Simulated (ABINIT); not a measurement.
A run of ABINIT 10.8.3 (patched build) is set up as follows.

run.abi

```
ndtset 2

pp_dirpath "./"
pseudos "Bi.LDA_PW-JTH.xml"

acell 6.4854235633 6.4854235633 6.4854235633
rprim
    -0.5773502692     0.5773502692     0.5773502692
     0.5773502692    -0.5773502692     0.5773502692
     0.5773502692     0.5773502692    -0.5773502692
ntypat 1
znucl 83
natom 1
typat 1
xcart
     0.0000000000     0.0000000000     0.0000000000 Angstrom

ecut 15.0
pawecutdg 30.0

ixc 2

occopt 3
tsmear 0.00183747

nstep 100

iomode 3
prtwf 0
prteig 0
prtebands 0
prtden1 1
prtvha1 1
prtvclmb1 1
prtpot1 1

kptopt1 1
ngkpt1 9 9 9
nshiftk1 1
shiftk1 0.0 0.0 0.0
nband1 12
tolvrs1 1.0e-9

iscf2 -2
getden2 1
nband2 16
nbdbuf2 2
tolwfr2 1.0e-12
kptopt2 -5
ndivsm2 6
prteig2 1
kptbounds2
     0.0000000000     0.0000000000     0.0000000000
     0.5000000000    -0.5000000000     0.5000000000
     0.0000000000     0.0000000000     0.5000000000
     0.0000000000     0.0000000000     0.0000000000
     0.2500000000     0.2500000000     0.2500000000
     0.5000000000    -0.5000000000     0.5000000000
```

Potentials or basis: JTH PAW LDA v2.0.

Run with:

```bash
$ abinit run.abi > log 2>&1
```

(1) What does it give for the band gap on the k mesh?

Answers

(1) none (metal or under the smearing width).

Caveat: spin-orbit coupling is left out, which moves the levels of the heavy elements.
